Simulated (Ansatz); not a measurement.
# CsPbCl3 (model cell, started as cubic perovskite with Pb in the octahedra): following an unstable mode, part 2 of 3

Aim: this structure of CsPbCl3 (model cell, started as cubic perovskite with Pb in the octahedra) is to be tested for unstable modes, and one is followed downhill.

Ansatz 0.2.0; DFT PBEsol, scalar-relativistic, plane waves, PAW; PAW set soft_1.

So far, highest frequency on the path or at a solved wavevector (cm⁻¹): step 2 (phonons on a q mesh) 263. Also lowest frequency on the path (cm⁻¹): step 2 -48.0.

### 6. Relaxing from the distorted cell

Starting from the lowest point found, all atoms and the cell are let go, so that strain and other modes of the same symmetry can join in.

Input file input.yaml:

```yaml
crystal:
  lattice:
    - [5.6180085334, 5.6180085334, 0.0]
    - [5.6180085334, 0.0, 5.6180085334]
    - [5.6180085334, 0.0, -5.6180085334]
  atoms:
    - { symbol: Cs, position: [0.0, 0.0, 0.0] }
    - { symbol: Cs, position: [0.0, 0.5, 0.5] }
    - { symbol: Pb, position: [0.5, 0.25, 0.75] }
    - { symbol: Pb, position: [0.5, 0.75, 0.25] }
    - { symbol: Cl, position: [0.5, -0.0533997053, 0.9466002947] }
    - { symbol: Cl, position: [0.5, 0.5533997053, 0.5533997053] }
    - { symbol: Cl, position: [0.0, 0.0, 0.5] }
    - { symbol: Cl, position: [0.0, 0.5, 0.0] }
    - { symbol: Cl, position: [0.5, 0.0533997053, 0.4466002947] }
    - { symbol: Cl, position: [0.5, 0.4466002947, 0.0533997053] }
kpoints:
  mp_grid: { grid: [6, 6, 6] }
hamiltonian:
  xc: pbesol
  pseudopotentials: { kind: paw, azcp: { folder: soft_1 }, xc_functional: pbe }
scf:
  occupations: { method: fixed }
output:
  forces: true
  stress: true
  eigenvalues: true
relax:
  adjacent_minimum: "off"
  f_tol: 0.002
  max_steps: 120
  cell: { stress_tol: 0.03 }
```

Run with:

```
> ansatz run input.yaml --threads 4 --pin off --max-ram 16384MiB --backend cpu --events-out ev --progress --plain --runs-dir out
```

Numbers of over 12 decimals in the logs are rounded to 6 here.

The program printed:

```text
[...]
Crystal: 10 atoms, lattice volume = 354.631 Å³
Basis set: ecut = 420 eV, 6879 PW (Γ), exchange–correlation on 108×108×108 points (8 copies of the dense FFT grid, shifted against one another)
Bands: 54, of which v1, the nominal top of the filled ones, is band 44 counted from 1 (43 counted from 0)
Symmetry: 16 space group operations
[...]
k-points: 30 of 216
[...]
SCF iter   1: F=—  HF=-41068.498572 eV  |F-HF|=—  |Δ(HF+E_count)|=         —  Δρ=2.46e-2  dr2=5.06e0  ethr=3.10e-3  ⟨swp⟩=6.2  Hψ=6111  notcnv=0  defer=192
[...]
SCF iter   8: F=-41066.067848 eV  HF=-41066.067848 eV  |F-HF|=1.43e-8  |Δ(HF+E_count)|=   8.87e-8  Δρ=2.09e-6  dr2=2.26e-8  ethr=1.14e-10  ⟨swp⟩=19.9  Hψ=11935  notcnv=0
SCF 1 converged in 8 iterations: F = -41066.067848 eV  dr2 = 2.26e-8
[...]
relax step   1: F+E_penalty+E_count = -41066.06784837 eV  Δ(F+E_penalty+E_count) = +0.000e0 eV  max|allowed force component| = 1.549e-3 eV/Å  Δτ_max = 0.0000 Å  P = -0.483 GPa  Ω = 354.631 Å³  (8 SCF iters, dr2 threshold 1.00e-7 eV, accepted)
Crystal: 10 atoms, lattice volume = 349.384 Å³
Basis set: ecut = 420 eV, 6815 PW (Γ), exchange–correlation on 108×108×108 points (8 copies of the dense FFT grid, shifted against one another)
[...]
iter 1 solved again at ethr=2.24e-6 eV; its pass at ethr=3.10e-3 eV (dr2=1.97e-3 eV) is discarded
[...]
SCF iter   5: F=-41066.094785 eV  HF=-41066.094785 eV  |F-HF|=1.29e-7  |Δ(HF+E_count)|=   1.70e-6  Δρ=5.56e-6  dr2=1.08e-7  ethr=1.14e-9  ⟨swp⟩=16.9  Hψ=10941  notcnv=0
SCF 2 converged in 5 iterations: F = -41066.094785 eV  dr2 = 1.08e-7
[...]
relax step   2: F+E_penalty+E_count = -41066.09478519 eV  Δ(F+E_penalty+E_count) = -2.694e-2 eV  max|allowed force component| = 1.963e-2 eV/Å  Δτ_max = 0.0150 Å  P = -0.184 GPa  Ω = 349.384 Å³  energy of the carried Pulay correction = +2.482e-4 eV  (5 SCF iters, dr2 threshold 1.00e-6 eV, accepted)
Crystal: 10 atoms, lattice volume = 344.771 Å³
Basis set: ecut = 420 eV, 6695 PW (Γ), exchange–correlation on 108×108×108 points (8 copies of the dense FFT grid, shifted against one another)
[...]
SCF iter   6: F=-41066.107902 eV  HF=-41066.107902 eV  |F-HF|=1.13e-8  |Δ(HF+E_count)|=   6.77e-7  Δρ=4.53e-6  dr2=7.50e-8  ethr=3.61e-10  ⟨swp⟩=17.7  Hψ=11013  notcnv=0
SCF 3 converged in 6 iterations: F = -41066.107902 eV  dr2 = 7.50e-8
[...]
relax step   3: F+E_penalty+E_count = -41066.10790156 eV  Δ(F+E_penalty+E_count) = -1.312e-2 eV  max|allowed force component| = 2.657e-2 eV/Å  Δτ_max = 0.0540 Å  P = +0.035 GPa  Ω = 344.771 Å³  energy of the carried Pulay correction = +4.708e-4 eV  (6 SCF iters, dr2 threshold 3.18e-7 eV, accepted)
[...]
relax step   4: F+E_penalty+E_count = -41066.11023551 eV  Δ(F+E_penalty+E_count) = -2.334e-3 eV  max|allowed force component| = 3.784e-6 eV/Å  Δτ_max = 0.0479 Å  P = +0.021 GPa  Ω = 343.772 Å³  energy of the carried Pulay correction = +5.197e-4 eV  (6 SCF iters, dr2 threshold 4.41e-8 eV, accepted)
[...]
relax step   5: F+E_penalty+E_count = -41066.11023963 eV  Δ(F+E_penalty+E_count) = -4.124e-6 eV  max|allowed force component| = 2.020e-5 eV/Å  Δτ_max = 0.0006 Å  P = -0.003 GPa  Ω = 344.101 Å³  energy of the carried Pulay correction = +5.034e-4 eV  (5 SCF iters, dr2 threshold 2.40e-9 eV, accepted)
[...]
SCF iter   4: F=-41066.109794 eV  HF=-41066.109794 eV  |F-HF|=1.38e-10  |Δ(HF+E_count)|=   4.98e-8  Δρ=1.02e-7  dr2=1.28e-11  ethr=1.00e-12  ⟨swp⟩=19.2  Hψ=13581  notcnv=0
SCF 6 converged in 4 iterations: F = -41066.109794 eV  dr2 = 1.28e-11
relax step   6: F+E_penalty+E_count = -41066.10979421 eV  Δ(F+E_penalty+E_count) = +4.454e-4 eV  max|allowed force component| = 4.297e-5 eV/Å  Δτ_max = 0.0000 Å  P = -0.004 GPa  Ω = 344.101 Å³  stress off target by 5.58e-3 GPa  SCF on the basis re-selected at this cell (its energy is not comparable with the rows above)  (4 SCF iters)
basis re-selected at this cell: Δ(F+E_penalty+E_count) = +4.454e-4 eV, ΔP = -0.001 GPa vs the last step (what re-selecting the basis moved, of the pressure what is left beyond the Pulay correction that the steps carried, after the strain that the cell walked since its last selection, with what the two solves' SCF thresholds leave and, on support functions, any second-order correction that the steps lacked; it is no m [...]
SCF converged after 4 iterations
Free energy (F): -41066.109794 eV
[...]
Internal energy: -41066.109794 eV  (E = F + TS)
E sigma→0 (E₀):  -41066.109794 eV
Fermi energy:    3.810945 eV
[...]
--- Forces (eV/Å), atoms counted from 1 ---
  atom   1  Cs    -0.00000000    -0.00000000     0.00000000
  atom   2  Cs     0.00000000     0.00000000    -0.00000000
  atom   3  Pb     0.00000000     0.00000000    -0.00000000
  atom   4  Pb     0.00000000     0.00000000    -0.00000000
  atom   5  Cl    -0.00004297     0.00000000     0.00000000
  atom   6  Cl     0.00004297    -0.00000000    -0.00000000
  atom   7  Cl     0.00000000    -0.00000000     0.00000000
  atom   8  Cl     0.00000000     0.00000000    -0.00000000
  atom   9  Cl     0.00000000     0.00000000     0.00004297
  atom  10  Cl     0.00000000    -0.00000000    -0.00004297
  max |Σ_I F_I| component: 8.67e-19 eV/Å
--- Stress (GPa, compression-positive) ---
       -0.003315      -0.000000       0.000000
       -0.000000      -0.005582       0.000000
        0.000000       0.000000      -0.003315
  P = ⅓ Tr σ = -0.0041 GPa (-0.041 kbar)
--- Band table (eV; the first three rows and the last of 30) ---
  k-point 0: bands = [... 40 lower, 1.8423, 1.8704, 1.8704, 3.8109, 5.8968, 6.1701, 6.1701, 7.6849, ... 6 higher]
  k-point 1: bands = [... 40 lower, 1.8305, 1.8480, 1.9509, 3.4680, 6.2034, 6.3798, 6.4678, 7.8764, ... 6 higher]
  k-point 2: bands = [... 40 lower, 1.7712, 1.7943, 2.0480, 2.8021, 6.8979, 6.9512, 7.1441, 8.2292, ... 6 higher]
  k-point 29: bands = [... 40 lower, 1.7306, 1.8083, 2.4949, 3.0978, 6.5646, 6.5646, 6.8109, 8.7579, ... 6 higher]
--- Relaxed structure (5 steps of the walk, 5 accepted, 1 SCFs on fresh bases) ---
  F+E_penalty+E_count = -41066.10979421 eV   max|allowed force component| = 4.297e-5 eV/Å   (the final SCF, on the basis selected at the relaxed cell)
  cell:  # Å, volume = 344.1009 Å³
    - [5.497775, 5.692222, 0.0]
    - [5.497775, 0.0, 5.497775]
    - [5.497775, 0.0, -5.497775]
  atoms:
    - { symbol: Cs, position: [0, 0, 0] }
    - { symbol: Cs, position: [0, 0.500000, 0.500000] }
    - { symbol: Pb, position: [0.5, 0.25, 0.75] }
    - { symbol: Pb, position: [0.5, 0.75, 0.25] }
    - { symbol: Cl, position: [0.5, -0.063747, 0.936253] }
    - { symbol: Cl, position: [0.5, 0.563747, 0.563747] }
    - { symbol: Cl, position: [0, 0.0, 0.500000] }
    - { symbol: Cl, position: [0, 0.500000, 0.0] }
    - { symbol: Cl, position: [0.5, 0.063747, 0.436253] }
    - { symbol: Cl, position: [0.5, 0.436253, 0.063747] }
```

The job ended after 66 s (4 threads of Arm Neoverse V1, shared host; peak memory 1.1 GiB).

Step by step:

| step | energy less that of the first step (eV) | largest force component (eV/Å) | pressure (GPa) | volume (Å³) |
| --- | --- | --- | --- | --- |
| 1 | 0.0000 | 0.0015 | -0.48 | 354.63 |
| 2 | -0.0269 | 0.0196 | -0.18 | 349.38 |
| 3 | -0.0401 | 0.0266 | 0.03 | 344.77 |
| 4 | -0.0424 | 0.0000 | 0.02 | 343.77 |
| 5 | -0.0424 | 0.0000 | 0.00 | 344.10 |
| 6* | -0.0419 | 0.0000 | 0.00 | 344.10 |

Relaxation steps marked * repeat the geometry before them on a plane-wave basis chosen anew for their cell, so energy and pressure can jump there.

Forces are held to the 16 operations that the run works with; a distortion that breaks them can't arise in this run.

| conventional cell, symmetrised | before | after | change |
| --- | --- | --- | --- |
| a (Å) | 7.945 | 7.775 | -2.1 % |
| b (Å) | 7.945 | 7.775 | -2.1 % |
| c (Å) | 11.236 | 11.384 | +1.3 % |
| volume (Å³/atom) | 35.46 | 34.41 | -3.0 % |

The atoms that moved most (Å, as changes of fractional coordinates times the final cell):

| atom | dx | dy | dz | length |
| --- | --- | --- | --- | --- |
| Cl6 | 0.114 | 0.000 | 0.000 | 0.114 |
| Cl9 | 0.000 | 0.000 | 0.114 | 0.114 |
| Cl10 | 0.000 | 0.000 | -0.114 | 0.114 |
| Cl5 | -0.114 | 0.000 | 0.000 | 0.114 |

Numbers from this step:

```yaml
pressure: -0.004071 GPa
gap_on_the_k_mesh: 2.086 eV
volume_per_atom: 34.41 Å³
```

The distorted start has space group I4/mcm; the relaxation ends in I4/mcm.

### 7. The new phase in its own primitive cell

The relaxed structure is symmetrised, reduced to its primitive cell and relaxed tightly, as its phonons need.

input.yaml, the sections that differ from step 6:

```yaml
crystal:
  lattice:
    - [-3.8875140237, 3.8875140237, 5.6922219697]
    - [3.8875140237, -3.8875140237, 5.6922219697]
    - [3.8875140237, 3.8875140237, -5.6922219697]
  atoms:
    - { symbol: Cs, position: [0.75, 0.25, 0.5] }
    - { symbol: Cs, position: [0.25, 0.75, 0.5] }
    - { symbol: Pb, position: [0.0, 0.0, 0.0] }
    - { symbol: Pb, position: [0.5, 0.5, 0.0] }
    - { symbol: Cl, position: [0.8137468842, 0.3137468842, 0.1274937683] }
    - { symbol: Cl, position: [0.1862531158, 0.6862531158, 0.8725062317] }
    - { symbol: Cl, position: [0.25, 0.25, 0.0] }
    - { symbol: Cl, position: [0.75, 0.75, 0.0] }
    - { symbol: Cl, position: [0.3137468842, 0.1862531158, 0.5] }
    - { symbol: Cl, position: [0.6862531158, 0.8137468842, 0.5] }
relax:
  adjacent_minimum: "off"
  f_tol: 0.001
  max_steps: 60
  cell: { stress_tol: 0.01 }
# kpoints, hamiltonian, scf, output: as in step 6
```

The program printed:

```text
[...]
Crystal: 10 atoms, lattice volume = 344.101 Å³
Basis set: ecut = 420 eV, 6695 PW (Γ), exchange–correlation on 108×108×108 points (8 copies of the dense FFT grid, shifted against one another)
Bands: 54, of which v1, the nominal top of the filled ones, is band 44 counted from 1 (43 counted from 0)
Symmetry: 16 space group operations
[...]
k-points: 30 of 216
[...]
- { symbol: Pb, position: [0.0, 0.0, 0.0] }
    - { symbol: Pb, position: [0.5, 0.5, 0.0] }
    - { symbol: Cl, position: [0.813746884175, 0.313747, 0.12749376835] }
    - { symbol: Cl, position: [0.186253, 0.686253, 0.872506] }
    - { symbol: Cl, position: [0.25, 0.25, 0.0] }
    - { symbol: Cl, position: [0.750000, 0.750000, 0.0] }
    - { symbol: Cl, position: [0.313746884175, 0.186253115825, 0.5] }
    - { symbol: Cl, position: [0.686253115825, 0.813746884175, 0.5] }
[key lines of the parts left out:]
SCF converged after 6 iterations
Free energy (F): -41066.109794 eV
Fermi energy:    3.810945 eV
P = ⅓ Tr σ = -0.0041 GPa (-0.041 kbar)
```

Elapsed: 25 s, on 4 threads; peak memory 1 GiB.

Little changed from the start: no atom moved by 0.005 Å and no cell edge by 0.1 %.

Numbers from this step:

* pressure: -0.004070 GPa
* direct gap on mesh: 2.086 eV

The largest force component left is 0.030 meV/Å and the pressure is -0.004 GPa, within the tolerances set. The cell now holds 34.41 Å³/atom.

(Part 2 of 3 ends here.)

[Logs are printed without paths, hosts, clocks, repeated set-up lines and the standing remarks that a program may print on its own settings, such as how far it seeks lower states.]

[Hosts, paths, dates, database ids (printed as entryN), source tags and the programs' standing remarks are cut or masked in the printed files.]
